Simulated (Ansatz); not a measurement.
# CaSe (Fm-3m) in Ansatz: notebook

One crystal, CaSe, is run at these levels: PBEsol, PBE; tasks: single point.

All numbers are computed with Ansatz 0.2.0; they aren't measurements. Logs are shortened: lines on timing, memory, paths and dates and some standing lists are left out, and cuts for length are marked.

**Measured values to compare with.**

From a printed reference work, monograph, original work of 1988, for a bulk crystal of CaSe at 2 K: band gap 3.85 eV (indirect).

How close the calculation comes is told below.

### Step 1. The crystal as given

The structure is cubic, space group Fm-3m (No. 225). Conventional cell: a = 5.912 Å, b = 5.912 Å, c = 5.912 Å, α = 90.00°, β = 90.00°, γ = 90.00°. Around Se (site symmetry m-3m) lie 6 Ca at 2.96 Å. Ca (site symmetry m-3m) has 6 Se at 2.96 Å as nearest neighbours.

### Step 2. Single point, PBEsol

File input.yaml:

```yaml
crystal:
  lattice:
    - [0.0, 2.956, 2.956]
    - [2.956, 0.0, 2.956]
    - [2.956, 2.956, 0.0]
  atoms:
    - { symbol: Se, position: [0.5, 0.5, 0.5] }
    - { symbol: Ca, position: [0.0, 0.0, 0.0] }
kpoints:
  mp_grid: { grid: [8, 8, 8] }
scf:
  occupations: { method: gaussian, width: 0.02 }
hamiltonian:
  xc: pbesol
  pseudopotentials: { kind: all_electron, lapw: { basis_error: 0.001 } }
output:
  forces: true
  stress: true
  eigenvalues: true
```

Potentials or basis: all-electron LAPW, scalar-relativistic.

Command:

```
$ ansatz run input.yaml --threads 1 --pin off --max-ram 3072MiB --backend cpu --events-out ev --progress --plain --runs-dir out
```

The log of the run:

```text
Warning: RAYON_NUM_THREADS=1 ignored (pool sized by the plan → 1); use --threads N
LAPW: plane waves up to 6.691 Å⁻¹, error target 1.0e-3 eV per atom; small_component_spin mean_spin; Ca in spheres of 1.469 Å, 10 of its electrons in bands, Dirac shells []; Se in spheres of 1.487 Å, 24 of its electrons in bands, Dirac shells [] (how accurate: hamiltonian.pseudopotentials.lapw.basis_error, Limitations)
Engine: ansatz 0.2.0, aarch64-unknown-linux-gnu
Pseudopotentials: kind: all_electron
Pseudopotential: Se, LAPW, valence charge 24, lapw/all_electron/scalar/gaussian/Se, Koelling and Harmon's equation, gaussian nucleus
Pseudopotential: Ca, LAPW, valence charge 10, lapw/all_electron/scalar/gaussian/Ca, Koelling and Harmon's equation, gaussian nucleus
Functional definition: PBEsol
  exchange = pbesol_x
  correlation = pbesol_c
Crystal: 2 atoms, lattice volume = 51.659 Å³
Basis set: ecut = 170.5509786983519 eV, 259 PW (Γ), exchange–correlation at level 2
Bands: 21, of which v1, the nominal top of the filled ones, is band 17 counted from 1 (16 counted from 0)
Symmetry: 48 space group operations
Space group: Fm-3m (ITA 225), of the structure as read, at distance tolerance 3.7e-5 Å
k-points: 29 of 512
Non-local potential: Se, projectors of the file, none
Non-local potential: Ca, projectors of the file, none
Initial density: superposition of atomic densities (chi_scale 0.1, normalization cell, long waves kept (reshape's long-wave potential 0.00 eV rms))
Initial wavefunctions: plane waves of lowest kinetic energy (no species holds an atomic orbital)
Functional: x = pbesol(κ = 0.804, μ = 0.12345679012345678), c = pbesol(β = 0.046)
iter 1 solved again at ethr=1.27e-3 eV; its pass at ethr=1.00e-1 eV (dr2=4.31e-1 eV) is discarded
SCF iter   1: F=—  HF=-84576.366619 eV  |F-HF|=—  |Δ(HF+E_count)|=         —  Δρ=2.05e-2  dr2=4.31e-1  ethr=1.27e-3  ⟨swp⟩=2.1  Hψ=4001  notcnv=0
preconditioner: auto → none  [insulator: Δε(μ)=2.386 eV  Ē_g=9.262 eV  σ=0.020 eV  W_gap=1.00  n_scr=14 (ndim 8)  ℏωp=14.6 eV  f_vac=0.000  D(μ)=0.00/eV (n_scr^D=0)  ε∞_Penn≈3.5]
iter 2 solved again at ethr=5.57e-5 eV; its pass at ethr=1.27e-3 eV (dr2=1.89e-2 eV) is discarded
SCF iter   2: F=—  HF=-84576.259280 eV  |F-HF|=—  |Δ(HF+E_count)|=   1.07e-1  Δρ=5.23e-3  dr2=1.89e-2  ethr=5.57e-5  ⟨swp⟩=2.1  Hψ=3310  notcnv=0  defer=2
SCF iter   3: F=—  HF=-84576.259408 eV  |F-HF|=—  |Δ(HF+E_count)|=         —  Δρ=3.26e-3  dr2=9.95e-3  ethr=5.56e-5  ⟨swp⟩=2.2  Hψ=2008  notcnv=0
the basis was enlarged: its passes take 68.8 KiB over the memory plan, 1 of 1 planned eigensolver slots
SCF iter   4: F=—  HF=-84576.260641 eV  |F-HF|=—  |Δ(HF+E_count)|=   1.23e-3  Δρ=4.99e-4  dr2=1.67e-4  ethr=2.93e-5  ⟨swp⟩=2.0  Hψ=1991  notcnv=0
SCF iter   5: F=—  HF=-84576.260786 eV  |F-HF|=—  |Δ(HF+E_count)|=   1.45e-4  Δρ=5.94e-5  dr2=1.48e-6  ethr=4.92e-7  ⟨swp⟩=2.6  Hψ=1917  notcnv=0
SCF iter   6: F=—  HF=-84576.260791 eV  |F-HF|=—  |Δ(HF+E_count)|=   4.81e-6  Δρ=1.76e-5  dr2=8.52e-8  ethr=4.36e-9  ⟨swp⟩=3.0  Hψ=1962  notcnv=0
SCF iter   7: F=-84576.260791 eV  HF=-84576.260791 eV  |F-HF|=2.47e-9  |Δ(HF+E_count)|=   3.04e-7  Δρ=1.58e-6  dr2=5.43e-10  ethr=2.50e-10  ⟨swp⟩=3.0  Hψ=1980  notcnv=0
SCF 1 converged in 7 iterations: F = -84576.260791 eV  dr2 = 5.43e-10
SCF converged after 7 iterations
Free energy (F): -84576.260791 eV
Harris-Foulkes:  -84576.260791 eV  (|F-HF|=2.47e-9)
Internal energy: -84576.260791 eV  (E = F + TS)
E sigma→0 (E₀):  -84576.260791 eV
Fermi energy:    8.470207 eV
--- Per-component energies (eV) ---
  E_band       = -1724.036914
  E_kinetic    = 86275.711751
  E_xc         = -3312.450282
  E_electrostatic = -167539.522260  (all electrons and nuclei)
  E_smearing   = -0.000000  (= −TS)
  E_closure    = 0.000000  (closes the sum)
  E_atoms      = -84566.211552  (free atoms, spherical and without spin; not in F)
  Σ components = -84576.260791   (vs F -84576.260791, Δ=0.00e0)
  Basis errors (estimates in eV, not in F): energy 3.9e-4 per atom: plane waves 3.5e-4 (2.0e-4 summed), levels above the bands 0.0e0, relativity 5.2e-9, radial functions 3.4e-5, core shells 6.4e-7; eigenvalues (radial functions only) 1.2e-6; not estimated: angular momenta, meshes, grids; target (lapw.basis_error) 1.0e-3; muffin-tin radii Ca 1.469 Å, Se 1.487 Å
--- Forces (eV/Å), atoms counted from 1 ---
  atom   1  Se     0.00000000    -0.00000000    -0.00000000
  atom   2  Ca    -0.00000000    -0.00000000     0.00000000
  max |Σ_I F_I| component: 6.25e-31 eV/Å
--- Stress (GPa, compression-positive) ---
       -1.104461      -0.000000       0.000000
       -0.000000      -1.104461       0.000000
        0.000000       0.000000      -1.104461
  P = ⅓ Tr σ = -1.1045 GPa (-11.045 kbar)
--- Band table (eV; the first three rows and the last of 29) ---
  k-point 0: bands = ["-198.3162", "-137.9807", "-137.9807", "-137.9807", "-38.4232", "-38.4232", "-38.4176", "-38.4176", "-38.4176", "-32.0442", "-13.1159", "-13.1159", "-13.1159", "-4.3279", "7.5027", "7.5027", "7.5027", "10.6964", "11.1599", "11.1599", "11.1599"]
  k-point 1: bands = ["-198.3162", "-137.9807", "-137.9807", "-137.9807", "-38.4232", "-38.4232", "-38.4176", "-38.4176", "-38.4176", "-32.0432", "-13.1339", "-13.1171", "-13.1171", "-4.2339", "6.7134", "7.2595", "7.2595", "11.0243", "11.3753", "11.3753", "11.7293"]
  k-point 2: bands = ["-198.3162", "-137.9807", "-137.9807", "-137.9807", "-38.4232", "-38.4232", "-38.4176", "-38.4175", "-38.4175", "-32.0407", "-13.1766", "-13.1199", "-13.1199", "-3.9954", "5.4598", "6.7941", "6.7941", "11.1378", "11.9007", "11.9007", "13.1552"]
  k-point 28: bands = ["-198.3162", "-137.9807", "-137.9807", "-137.9807", "-38.4233", "-38.4231", "-38.4175", "-38.4175", "-38.4174", "-32.0346", "-13.1761", "-13.1761", "-13.1572", "-3.6521", "5.4867", "5.4867", "5.8049", "11.8562", "11.8562", "12.7133", "13.2391"]
```

Run time: 3.6 s. Hardware: 1 thread of Arm Neoverse V2, shared host; peak memory 0.26 GiB.

Results:

| Quantity | Value |
| --- | --- |
| Free energy | -84576.2608 eV |
| Pressure | -1.1 GPa |
| Band gap on the k mesh | 1.93 eV, indirect (least direct gap 2.88 eV) |

### Step 3. Single point, PBE

Changes to input.yaml since step 2:

```diff
@@ -11,5 +11,5 @@
 scf:
-  occupations: { method: gaussian, width: 0.02 }
+  occupations: { method: gaussian, width: 0.1 }
 hamiltonian:
-  xc: pbesol
+  xc: pbe
   pseudopotentials: { kind: all_electron, lapw: { basis_error: 0.001 } }
```

Potentials or basis: all-electron LAPW, scalar-relativistic.

Command:

```
$ ansatz run input.yaml --threads 1 --pin off --max-ram 3072MiB --backend cpu --events-out ev --progress --plain --runs-dir out
```

The log of the run:

```text
Warning: RAYON_NUM_THREADS=1 ignored (pool sized by the plan → 1); use --threads N
LAPW: plane waves up to 6.697 Å⁻¹, error target 1.0e-3 eV per atom; small_component_spin mean_spin; Ca in spheres of 1.470 Å, 10 of its electrons in bands, Dirac shells []; Se in spheres of 1.486 Å, 24 of its electrons in bands, Dirac shells [] (how accurate: hamiltonian.pseudopotentials.lapw.basis_error, Limitations)
[... 4 set-up lines as earlier in the session ...]
Functional definition: PBE
  parameter kappa = 0.804
  parameter beta = 0.06672455060314922
  exchange = pbe_x(kappa = kappa, mu = beta*pi^2/3)
  correlation = pbe_c(beta = beta)
Crystal: 2 atoms, lattice volume = 51.659 Å³
Basis set: ecut = 170.8520079547402 eV, 259 PW (Γ), exchange–correlation at level 2
Bands: 21, of which v1, the nominal top of the filled ones, is band 17 counted from 1 (16 counted from 0)
[... 2 set-up lines as earlier in the session ...]
k-points: 29 of 512
[... 4 set-up lines as earlier in the session ...]
Functional: x = pbe(κ = 0.804, μ = 0.2195149727645171), c = pbe(β = 0.06672455060314922)
iter 1 solved again at ethr=1.46e-3 eV; its pass at ethr=1.00e-1 eV (dr2=4.97e-1 eV) is discarded
SCF iter   1: F=—  HF=-84644.297323 eV  |F-HF|=—  |Δ(HF+E_count)|=         —  Δρ=2.20e-2  dr2=4.98e-1  ethr=1.46e-3  ⟨swp⟩=2.0  Hψ=3995  notcnv=0
preconditioner: auto → none  [insulator: Δε(μ)=2.483 eV  Ē_g=9.320 eV  σ=0.100 eV  W_gap=1.00  n_scr=14 (ndim 8)  ℏωp=14.6 eV  f_vac=0.000  D(μ)=0.00/eV (n_scr^D=0)  ε∞_Penn≈3.5]
iter 2 solved again at ethr=6.37e-5 eV; its pass at ethr=1.46e-3 eV (dr2=2.17e-2 eV) is discarded
SCF iter   2: F=—  HF=-84644.184862 eV  |F-HF|=—  |Δ(HF+E_count)|=   1.12e-1  Δρ=5.51e-3  dr2=2.17e-2  ethr=6.37e-5  ⟨swp⟩=2.0  Hψ=3236  notcnv=0
SCF iter   3: F=—  HF=-84644.190784 eV  |F-HF|=—  |Δ(HF+E_count)|=         —  Δρ=3.53e-3  dr2=1.18e-2  ethr=6.37e-5  ⟨swp⟩=2.1  Hψ=1916  notcnv=0
the basis was enlarged: its passes take 88.7 KiB over the memory plan, 1 of 1 planned eigensolver slots
SCF iter   4: F=—  HF=-84644.194387 eV  |F-HF|=—  |Δ(HF+E_count)|=   3.60e-3  Δρ=6.05e-4  dr2=2.59e-4  ethr=3.47e-5  ⟨swp⟩=2.0  Hψ=1886  notcnv=0
SCF iter   5: F=—  HF=-84644.194735 eV  |F-HF|=—  |Δ(HF+E_count)|=   3.48e-4  Δρ=7.39e-5  dr2=2.57e-6  ethr=7.62e-7  ⟨swp⟩=3.0  Hψ=1956  notcnv=0
SCF iter   6: F=—  HF=-84644.194747 eV  |F-HF|=—  |Δ(HF+E_count)|=   1.22e-5  Δρ=2.24e-5  dr2=1.56e-7  ethr=7.54e-9  ⟨swp⟩=3.0  Hψ=1978  notcnv=0
SCF iter   7: F=-84644.194748 eV  HF=-84644.194748 eV  |F-HF|=1.03e-8  |Δ(HF+E_count)|=   9.94e-7  Δρ=2.51e-6  dr2=2.04e-9  ethr=4.59e-10  ⟨swp⟩=3.0  Hψ=2034  notcnv=0
SCF 1 converged in 7 iterations: F = -84644.194748 eV  dr2 = 2.04e-9
SCF converged after 7 iterations
Free energy (F): -84644.194748 eV
Harris-Foulkes:  -84644.194748 eV  (|F-HF|=1.03e-8)
Internal energy: -84644.194748 eV  (E = F + TS)
E sigma→0 (E₀):  -84644.194748 eV
Fermi energy:    8.622995 eV
--- Per-component energies (eV) ---
  E_band       = -1722.483255
  E_kinetic    = 86356.164072
  E_xc         = -3382.117317
  E_electrostatic = -167618.241503  (all electrons and nuclei)
  E_smearing   = -0.000000  (= −TS)
  E_closure    = 0.000000  (closes the sum)
  E_atoms      = -84634.732595  (free atoms, spherical and without spin; not in F)
  Σ components = -84644.194748   (vs F -84644.194748, Δ=0.00e0)
  Basis errors (estimates in eV, not in F): energy 4.1e-4 per atom: plane waves 3.7e-4 (2.0e-4 summed), levels above the bands 0.0e0, relativity 1.4e-8, radial functions 4.3e-5, core shells 6.2e-7; eigenvalues (radial functions only) 1.2e-6; not estimated: angular momenta, meshes, grids; target (lapw.basis_error) 1.0e-3; muffin-tin radii Ca 1.470 Å, Se 1.486 Å
--- Forces (eV/Å), atoms counted from 1 ---
  atom   1  Se     0.00000000    -0.00000000    -0.00000000
  atom   2  Ca    -0.00000000     0.00000000    -0.00000000
  max |Σ_I F_I| component: 8.05e-31 eV/Å
--- Stress (GPa, compression-positive) ---
        1.167660       0.000000       0.000000
        0.000000       1.167660       0.000000
        0.000000       0.000000       1.167660
  P = ⅓ Tr σ = 1.1677 GPa (11.677 kbar)
--- Band table (eV; the first three rows and the last of 29) ---
  k-point 0: bands = ["-198.5667", "-138.0334", "-138.0334", "-138.0334", "-38.2557", "-38.2557", "-38.2503", "-38.2503", "-38.2503", "-32.1502", "-13.1397", "-13.1397", "-13.1397", "-4.1945", "7.6084", "7.6084", "7.6084", "10.9642", "11.3199", "11.3199", "11.3199"]
  k-point 1: bands = ["-198.5667", "-138.0334", "-138.0334", "-138.0334", "-38.2557", "-38.2557", "-38.2503", "-38.2503", "-38.2503", "-32.1492", "-13.1569", "-13.1408", "-13.1408", "-4.1018", "6.8426", "7.3691", "7.3691", "11.2267", "11.5315", "11.5315", "11.9394"]
  k-point 2: bands = ["-198.5667", "-138.0334", "-138.0334", "-138.0334", "-38.2557", "-38.2557", "-38.2503", "-38.2502", "-38.2502", "-32.1468", "-13.1978", "-13.1435", "-13.1435", "-3.8666", "5.6066", "6.9092", "6.9092", "11.3402", "12.0481", "12.0481", "13.2870"]
  k-point 28: bands = ["-198.5667", "-138.0334", "-138.0334", "-138.0334", "-38.2559", "-38.2557", "-38.2502", "-38.2502", "-38.2501", "-32.1409", "-13.1975", "-13.1975", "-13.1793", "-3.5263", "5.6264", "5.6264", "5.9353", "12.0142", "12.0142", "12.8630", "13.3502"]
```

It took 3.7 s on 1 thread of Arm Neoverse V2, shared host; peak memory 0.25 GiB.

What came out:

* Free energy: -84644.1947 eV
* Pressure: 1.2 GPa
* Band gap on the k mesh: 2.03 eV, indirect (least direct gap 2.96 eV)

### Step 4. Comparison with measurements

Step 2. A measured gap of CaSe is 3.85 eV (indirect; 2 K; a printed reference work, monograph, original work of 1988); the calculated 1.93 eV misses it by -1.92 eV. Spin-orbit coupling on Se is left out. The value is that of PBEsol on a finite k mesh, which can miss the band edges, without temperature or zero-point motion. Semilocal functionals fall short of measured gaps as a rule.

Step 3. Against the measured gap of CaSe, 3.85 eV (indirect; 2 K; a printed reference work, monograph, original work of 1988), the calculated 2.03 eV is off by -1.82 eV. Spin-orbit coupling on Se is left out. The value is that of PBE on a finite k mesh, which can miss the band edges, without temperature or zero-point motion. Semilocal functionals fall short of measured gaps as a rule.
